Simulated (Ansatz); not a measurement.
LiI (rock salt): generalised stacking-fault energy along a line

LiI (rock salt) is sheared across one {100} plane: the third cell vector gains the shift, so faults repeat every 9.0 Å. The cut lies between planes 3.01 Å apart; the cell height is held.

```
LiI
1.0
    4.25610     0.00000     0.00000
    0.00000     4.25610     0.00000
    2.12805     2.12805     9.02856
I Li
3 3
Direct
  0.00000   0.00000   0.83333
  0.33333   0.33333   0.16667
  0.66667   0.66667   0.50000
  0.50000   0.50000   0.83333
  0.83333   0.83333   0.16667
  0.16667   0.16667   0.50000
```

In-plane vectors a = (4.256, 0.000) Å, b = (0.000, 4.256) Å, area 18.11 Å². The shift is s times the vector a (length 4.256 Å), so s = 1 restores the start. Atoms relax along the normal only. γ = [E(shift) − E(0)] / area.

All values below come from PBE (plane waves to 420 eV, PAW, scalar-relativistic; Ansatz, an electronic-structure program). k mesh 7×7×7 (Γ-centred), Fermi-Dirac smearing 0.05 eV. E is the zero-smearing estimate. Compression counts positive. Faults lie only 9.0 Å apart, and holding the cell height raises γ above its relaxed value. LiI was relaxed with its symmetry unable to fall. Spin-orbit coupling is left out, though I is heavy. γ is measured from zero shift.

| s | γ (mJ/m²) | σ normal to the fault (GPa) |
|---|---|---|
| 0.000 | 0 | 0.0 |
| 0.083 | 24 | 0.1 |
| 0.167 | 89 | 0.4 |
| 0.250 | 171 | 1.2 |
| 0.333 | 244 | 2.2 |
| 0.417 | 293 | 2.8 |
| 0.500 | 310 | 3.0 |
| 0.583 | 293 | 2.8 |
| 0.667 | 244 | 2.2 |
| 0.750 | 171 | 1.2 |
| 0.833 | 89 | 0.4 |
| 0.917 | 24 | 0.1 |

Read from the data:

```
Quantity                                                                         Value
------------------------------------------------------------  ------------------------
Highest computed γ on the line                                               310 mJ/m²
Position of the highest point                                                s = 0.500
Local minima between the ends                                 no computed point is one
Steepest slope dγ/d(shift) before the first maximum (spline)                   2.4 GPa
```

The 12 points together took around 30 core-minutes (rough).

(The slope of γ gives the shear force per area between the displaced halves; near zero shift its curvature is an elastic stiffness.)
